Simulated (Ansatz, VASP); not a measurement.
# Ni (Ni wire along [110], 7 atoms a period) in two plane-wave programs

One calculation is typed for both programs; each brings its own data sets. How far apart do they land? The structure shown is the start of the Ansatz relaxation below; VASP solves that cell, so the two are compared at the walk's first step.

Method: plane waves, with VASP 6.6.1 beside it; single point at PBE, in Ansatz 0.2.0.

## (1) The structure

The cell holds 7 atoms: 7 Ni. Its edges and angles: a = 10.320 Å, b = 11.778 Å, c = 2.489 Å, α = 90.0°, β = 90.0°, γ = 90.0°. Vacuum lies along a and b. The structure's axis is c.

## (2) Ansatz: relaxation, PBE

Ansatz runs on its PAW soft_1 files.

The two programs are compared at the cell with which this relaxation starts, whose forces are those of its first step.

The input, input.yaml:

```yaml
crystal:
  lattice:
    - [10.32, 0.0, 0.0]
    - [0.0, 11.778, 0.0]
    - [0.0, 0.0, 2.4890158698]
  atoms:
    - { symbol: Ni, position: [0.5, 0.711328896, 0.0], spin: 0.8 }
    - { symbol: Ni, position: [0.5, 0.500001347, 0.0], spin: 0.8 }
    - { symbol: Ni, position: [0.329457364, 0.394337573, 0.5], spin: 0.8 }
    - { symbol: Ni, position: [0.329457364, 0.605665122, 0.5], spin: 0.8 }
    - { symbol: Ni, position: [0.670542636, 0.394337573, 0.5], spin: 0.8 }
    - { symbol: Ni, position: [0.670542636, 0.605665122, 0.5], spin: 0.8 }
    - { symbol: Ni, position: [0.5, 0.288673799, 0.0], spin: 0.8 }
magnetization:
  spin_polarized: true
kpoints:
  mp_grid: { grid: [1, 1, 33] }
scf:
  occupations: { method: fermi_dirac, width: 0.05 }
hamiltonian:
  xc: pbe
  pseudopotentials: { kind: paw, azcp: { folder: soft_1 } }
relax:
  cell: { fix: [a, b, alpha, beta, gamma] }
  max_steps: 45
  f_tol: 0.03
```

Started as:

```sh
$ ansatz run input.yaml --threads 4 --pin off --max-ram 16384MiB --backend cpu --events-out ev --progress --plain --runs-dir out
```

Numbers of over 12 decimals in the logs are rounded to 6 here.

Output:

```text
Engine: ansatz 0.2.0, aarch64-unknown-linux-gnu
Pseudopotentials: kind: paw
Pseudopotential: Ni, paw, valence charge 18, recommended cutoff 420 eV (normal), soft_1/Ni.paw.azcp
Functional definition: PBE
  parameter kappa = 0.804
  parameter beta = 0.066725
  exchange = pbe_x(kappa = kappa, mu = beta*pi^2/3)
  correlation = pbe_c(beta = beta)
Crystal: 7 atoms, lattice volume = 302.537 Å³
Basis set: ecut = 420 eV, 5893 PW (Γ), exchange–correlation on 144×160×36 points (8 copies of the dense FFT grid, shifted against one another)
Bands: 79, of which v1, the nominal top of the filled ones, is band 63 counted from 1 (62 counted from 0)
Symmetry: 8 space group operations
Space group: Pmmm (ITA 47), of the structure as read, at distance tolerance 6.7e-5 Å
Magnetic group: BNS 47.249 (UNI 347), of the structure as read, at distance tolerance 6.7e-5 Å
k-points: 17 of 33
Non-local potential: Ni, projectors of the file, l = 0: 3, l = 1: 2, l = 2: 3, l = 3: 1
PAW form: soft (Blöchl's): semilocal exchange-correlation on the pseudo side does not see the compensation charge
PAW one-centre angular grid: Ni, 590 points (default); XC on 64 Gauss nodes
Initial density: superposition of atomic densities (neutral atoms: chi_scale 0, normalization atom)
Starting moments: Σ|m| = 5.6 μB on 7 of 7 sites
Initial wavefunctions: pseudopotential atomic-orbital guess
Functional: x = pbe(κ = 0.804, μ = 0.219515), c = pbe(β = 0.066725)
SCF iter   1: F=—  HF=-40863.813147 eV  |F-HF|=—  |Δ(HF+E_count)|=         —  Δρ=2.31e-2 (↑2.31e-2 ↓1.49e-2)  dr2=1.15e1  dr2_m=4.31e-1  M=5.909 μB ∫|m|=6.141 μB  β_m=0.30  ethr=3.10e-3  ⟨swp⟩=7.9  Hψ=12229  notcnv=0  defer=37
Mixer restart at iter 1: flushing history
preconditioner: auto → LDOS  [metal: Δε(μ)=0.005 eV  Ē_g=5.826 eV  σ=0.050 eV  W_gap=0.02  n_scr=50 (ndim 8)  ℏωp=17.9 eV  f_vac=0.601  D(μ)=22.05/eV (n_scr^D=252)]
spin=Collinear: LDOS preconditioning applied to the charge; magnetization (m = ρ↑ − ρ↓) channel mixes plain (no charge-response kernel on spin).
SCF iter   2: F=—  HF=-40865.538233 eV  |F-HF|=—  |Δ(HF+E_count)|=    1.73e0  Δρ=1.84e-2 (↑1.84e-2 ↓7.36e-3)  dr2=2.23e0  dr2_m=2.76e-1  M=5.950 μB ∫|m|=6.265 μB  β_m=0.39  ethr=3.10e-3  ⟨swp⟩=3.0  Hψ=4616  notcnv=0  defer=205
SCF iter   3: F=—  HF=-40869.041201 eV  |F-HF|=—  |Δ(HF+E_count)|=    3.50e0  Δρ=8.86e-3 (↑5.26e-3 ↓8.86e-3)  dr2=1.95e-1  dr2_m=1.07e-1  M=5.989 μB ∫|m|=6.426 μB  β_m=0.45  ethr=1.77e-3  ⟨swp⟩=3.2  Hψ=4388  notcnv=0  defer=204
SCF iter   4: F=—  HF=-40870.074881 eV  |F-HF|=—  |Δ(HF+E_count)|=         —  Δρ=5.05e-3 (↑5.05e-3 ↓3.33e-3)  dr2=1.32e-1  dr2_m=1.79e-2  M=5.859 μB ∫|m|=6.383 μB  β_m=0.45  ethr=1.54e-4  ⟨swp⟩=2.9  Hψ=4518  notcnv=0  defer=219
SCF iter   5: F=—  HF=-40870.529947 eV  |F-HF|=—  |Δ(HF+E_count)|=   4.55e-1  Δρ=3.05e-3 (↑1.11e-3 ↓3.05e-3)  dr2=2.93e-2  dr2_m=6.63e-3  M=5.710 μB ∫|m|=6.291 μB  β_m=0.65  ethr=1.05e-4  ⟨swp⟩=2.5  Hψ=4242  notcnv=0  defer=219
SCF iter   6: F=—  HF=-40870.648117 eV  |F-HF|=—  |Δ(HF+E_count)|=   1.18e-1  Δρ=2.69e-3 (↑9.56e-4 ↓2.69e-3)  dr2=1.14e-2  dr2_m=8.00e-3  M=5.594 μB ∫|m|=6.208 μB  β_m=0.83  ethr=2.32e-5  ⟨swp⟩=2.2  Hψ=4434  notcnv=0  defer=221
SCF iter   7: F=—  HF=-40870.663739 eV  |F-HF|=—  |Δ(HF+E_count)|=   1.56e-2  Δρ=1.50e-3 (↑1.10e-3 ↓1.50e-3)  dr2=1.09e-2  dr2_m=2.26e-4  M=5.552 μB ∫|m|=6.181 μB  β_m=0.72  ethr=9.09e-6  ⟨swp⟩=2.2  Hψ=5195  notcnv=0  defer=222
SCF iter   8: F=—  HF=-40870.662463 eV  |F-HF|=—  |Δ(HF+E_count)|=   1.28e-3  Δρ=4.67e-4 (↑7.33e-5 ↓4.67e-4)  dr2=4.42e-4  dr2_m=1.37e-4  M=5.545 μB ∫|m|=6.169 μB  β_m=0.78  ethr=8.69e-6  ⟨swp⟩=2.0  Hψ=4215  notcnv=0  defer=224
SCF iter   9: F=—  HF=-40870.662497 eV  |F-HF|=—  |Δ(HF+E_count)|=   3.36e-5  Δρ=1.42e-4 (↑7.13e-5 ↓1.42e-4)  dr2=4.56e-5  dr2_m=1.51e-5  M=5.546 μB ∫|m|=6.169 μB  β_m=0.80  ethr=3.51e-7  ⟨swp⟩=2.0  Hψ=4080  notcnv=0  defer=224
[...]
SCF 4 converged in 11 iterations: F = -40870.947976 eV  dr2 = 3.04e-7
relax step   4: F+E_penalty+E_count = -40870.94797556 eV  Δ(F+E_penalty+E_count) = -4.678e-3 eV  max|allowed force component| = 1.138e-2 eV/Å  Δτ_max = 0.0109 Å  P = +0.022 GPa  Ω = 290.554 Å³  energy of the carried Pulay correction = +1.964e-3 eV  fix = [a, b, alpha, beta, gamma]  reactions: a +0.074, b -0.022 GPa  (11 SCF iters, dr2 threshold 7.00e-7 eV, accepted)
Basis set: ecut = 420 eV, 5599 PW (Γ), exchange–correlation on 144×160×32 points (8 copies of the dense FFT grid, shifted against one another)
Initial wavefunctions: pseudopotential atomic-orbital guess (no wavefunctions were taken with the density)
[...]
preconditioner: auto → LDOS  [metal: Δε(μ)=0.004 eV  Ē_g=5.960 eV  σ=0.050 eV  W_gap=0.02  n_scr=20 (ndim 8)  ℏωp=18.2 eV  f_vac=0.636  D(μ)=16.08/eV (n_scr^D=154)]
spin=Collinear: LDOS preconditioning applied to the charge; magnetization (m = ρ↑ − ρ↓) channel mixes plain (no charge-response kernel on spin).
[...]
SCF iter   4: F=—  HF=-40870.945160 eV  |F-HF|=—  |Δ(HF+E_count)|=   2.99e-6  Δρ=2.03e-5 (↑1.38e-5 ↓2.03e-5)  dr2=3.28e-6  dr2_m=2.48e-7  M=5.357 μB ∫|m|=5.945 μB  β_m=0.64  ethr=2.32e-9  ⟨swp⟩=2.4  Hψ=5024  notcnv=0
SCF iter   5: F=—  HF=-40870.945160 eV  |F-HF|=—  |Δ(HF+E_count)|=   3.15e-7  Δρ=1.22e-5 (↑1.22e-5 ↓7.63e-6)  dr2=6.10e-7  dr2_m=2.80e-8  M=5.357 μB ∫|m|=5.944 μB  β_m=0.57  ethr=2.32e-9  ⟨swp⟩=2.0  Hψ=4869  notcnv=0
SCF iter   6: F=—  HF=-40870.945160 eV  |F-HF|=—  |Δ(HF+E_count)|=   1.21e-7  Δρ=4.59e-6 (↑2.40e-6 ↓4.59e-6)  dr2=7.12e-8  dr2_m=4.69e-9  M=5.357 μB ∫|m|=5.944 μB  β_m=0.51  ethr=4.84e-10  ⟨swp⟩=2.4  Hψ=4537  notcnv=0
SCF iter   7: F=—  HF=-40870.945160 eV  |F-HF|=—  |Δ(HF+E_count)|=   2.25e-8  Δρ=1.14e-6 (↑1.14e-6 ↓9.79e-7)  dr2=2.22e-9  dr2_m=1.77e-9  M=5.357 μB ∫|m|=5.944 μB  β_m=0.64  ethr=5.65e-11  ⟨swp⟩=2.7  Hψ=4280  notcnv=0
SCF iter   8: F=—  HF=-40870.945160 eV  |F-HF|=—  |Δ(HF+E_count)|=   2.02e-8  Δρ=1.05e-6 (↑1.05e-6 ↓5.34e-7)  dr2=1.89e-9  dr2_m=1.14e-9  M=5.357 μB ∫|m|=5.944 μB  β_m=0.82  ethr=1.76e-12  ⟨swp⟩=2.8  Hψ=5500  notcnv=0
SCF iter   9: F=—  HF=-40870.945160 eV  |F-HF|=—  |Δ(HF+E_count)|=   1.11e-9  Δρ=4.83e-7 (↑2.43e-7 ↓4.83e-7)  dr2=9.97e-10  dr2_m=1.15e-10  M=5.357 μB ∫|m|=5.944 μB  β_m=0.73  ethr=1.50e-12  ⟨swp⟩=2.2  Hψ=4396  notcnv=0
SCF iter  10: F=—  HF=-40870.945160 eV  |F-HF|=—  |Δ(HF+E_count)|=  1.96e-10  Δρ=2.12e-7 (↑1.77e-7 ↓2.12e-7)  dr2=2.64e-10  dr2_m=9.28e-12  M=5.357 μB ∫|m|=5.944 μB  β_m=0.59  ethr=1.00e-12  ⟨swp⟩=2.0  Hψ=3914  notcnv=0
SCF iter  11: F=—  HF=-40870.945160 eV  |F-HF|=—  |Δ(HF+E_count)|=  6.55e-11  Δρ=9.75e-8 (↑7.49e-8 ↓9.75e-8)  dr2=4.36e-11  dr2_m=4.65e-12  M=5.357 μB ∫|m|=5.944 μB  β_m=0.75  ethr=1.00e-12  ⟨swp⟩=1.0  Hψ=2686  notcnv=0
SCF iter  12: F=—  HF=-40870.945160 eV  |F-HF|=—  |Δ(HF+E_count)|=  7.28e-12  Δρ=4.53e-8 (↑1.55e-8 ↓4.53e-8)  dr2=3.38e-12  dr2_m=1.51e-12  M=5.357 μB ∫|m|=5.944 μB  β_m=0.87  ethr=1.00e-12  ⟨swp⟩=1.2  Hψ=2694  notcnv=0
SCF iter  13: F=-40870.945160 eV  HF=-40870.945160 eV  |F-HF|=4.37e-11  |Δ(HF+E_count)|=  2.91e-11  Δρ=4.11e-8 (↑2.51e-8 ↓4.11e-8)  dr2=8.17e-12  dr2_m=8.72e-13  M=5.357 μB ∫|m|=5.944 μB  ethr=1.00e-12  ⟨swp⟩=3.4  Hψ=8836  notcnv=0
SCF 5 converged in 13 iterations: F = -40870.945160 eV  dr2 = 8.17e-12
relax step   5: F+E_penalty+E_count = -40870.94515996 eV  Δ(F+E_penalty+E_count) = +2.816e-3 eV  max|allowed force component| = 1.131e-2 eV/Å  Δτ_max = 0.0000 Å  P = +0.033 GPa  Ω = 290.554 Å³  fix = [a, b, alpha, beta, gamma]  reactions: a +0.080, b -0.014 GPa  stress off target by 3.45e-2 GPa on what of the cell is left free  SCF on the basis re-selected at this cell (its energy is not comparable with the rows above)  (13 SCF iters)
basis re-selected at this cell: Δ(F+E_penalty+E_count) = +2.816e-3 eV, ΔP = +0.011 GPa vs the last step (what re-selecting the basis moved, of the pressure what is left beyond the Pulay correction that the steps carried, after the strain that the cell walked since its last selection, with what the two solves' SCF thresholds leave and, on support functions, any second-order correction that the steps lacked; it is no measure of the basis error at this ecutwfc). The dense FFT grid was sized anew with the basis: this SCF ran on 72×80×16 points, the steps before it on 72×80×18, so part of this shift can come from that change (see relax.cell in the input reference). [rest of the remark cut]
SCF converged after 13 iterations
Magnetization: 5.3567 μB (65.6784 up, 60.3216 down)
Absolute magnetization: 5.9502 μB (∫|ρ↑−ρ↓|, with the PAW one-centre terms)
Spin contamination: 0.0801 ħ² per cell (⟨S²⟩ above its minimum at these occupations)
Per-site moments (μB) at R_I (Å): [(0.771002, 0.982240), (0.806898, 0.982240), (0.789950, 0.986051), (0.789950, 0.986051), (0.789950, 0.986051), (0.789950, 0.986051), (0.771002, 0.982240)]
Free energy (F): -40870.945160 eV
Harris-Foulkes:  -40870.945160 eV  (|F-HF|=4.37e-11)
Internal energy: -40870.814194 eV  (E = F + TS)
E sigma→0 (E₀):  -40870.879677 eV
Entropy (-TS):   -0.130966 eV (-18.709 meV/atom)
Fermi energy:    1.405758 eV
--- Per-component energies (eV) ---
  E_band       = -4068.814902
  E_kinetic    = 2370.554867
  E_local      = -90489.239295  (includes V_loc(G=0)·N_el)
  E_nonlocal   = -804.646531
  E_hartree    = 45043.920347
  E_xc         = -779.230304
  E_vxc        = -1004.300142  (∫ρ·V_xc dr)
  E_paw        = -11616.869489  (= ΣΔE_a)
  E_vpaw       = -4229.031538  (= ΣTr[D̂ρ^β])
  E_aug_tail   = 0.007078  (compensation charges beyond the density's cutoff)
  E_ewald      = 15404.689134
  E_smearing   = -0.130966  (= −TS)
  E_closure    = 0.000000  (closes the sum)
  Σ components = -40870.945160   (vs F -40870.945160, Δ=0.00e0)
--- Forces (eV/Å), atoms counted from 1 ---
  atom   1  Ni     0.00000000     0.00702337     0.00000000
  atom   2  Ni     0.00000000     0.00000000     0.00000000
  atom   3  Ni    -0.01122406     0.01130603     0.00000000
  atom   4  Ni    -0.01122406    -0.01130603     0.00000000
  atom   5  Ni     0.01122406     0.01130603     0.00000000
  atom   6  Ni     0.01122406    -0.01130603     0.00000000
  atom   7  Ni    -0.00000000    -0.00702337     0.00000000
  max |Σ_I F_I| component: 5.20e-18 eV/Å
--- Stress (GPa, compression-positive) ---
        0.080232       0.000000       0.000000
        0.000000      -0.014306       0.000000
        0.000000       0.000000       0.034543
  P = ⅓ Tr σ = 0.0335 GPa (0.335 kbar)
--- Relaxed structure (4 steps of the walk, 4 accepted, 1 SCFs on fresh bases) ---
  F+E_penalty+E_count = -40870.94515996 eV   max|allowed force component| = 1.131e-2 eV/Å   (the final SCF, on the basis selected at the relaxed cell)
  cell:  # Å, volume = 290.5539 Å³
    - [10.32, 0.0, 0.0]
    - [0.0, 11.778, 0.0]
    - [0.0, 0.0, 2.390427]
  atoms:
    - { symbol: Ni, position: [0.5, 0.702173, 0.0] }
    - { symbol: Ni, position: [0.5, 0.5, 0.0] }
    - { symbol: Ni, position: [0.330593, 0.397186, 0.5] }
    - { symbol: Ni, position: [0.330593, 0.602814, 0.5] }
    - { symbol: Ni, position: [0.669407, 0.397186, 0.5] }
    - { symbol: Ni, position: [0.669407, 0.602814, 0.5] }
    - { symbol: Ni, position: [0.5, 0.297827, 0.0] }
```

(Continued in part 2 of 2.)

[Lines on the potential files, build, host, timing and source positions are cut from VASP's logs without a mark.]

[Logs are printed without paths, hosts, clocks, repeated set-up lines and the standing remarks that a program may print on its own settings, such as how far it seeks lower states.]

[Hosts, paths, dates, database ids (printed as entryN), source tags and the programs' standing remarks are cut or masked in the printed files.]
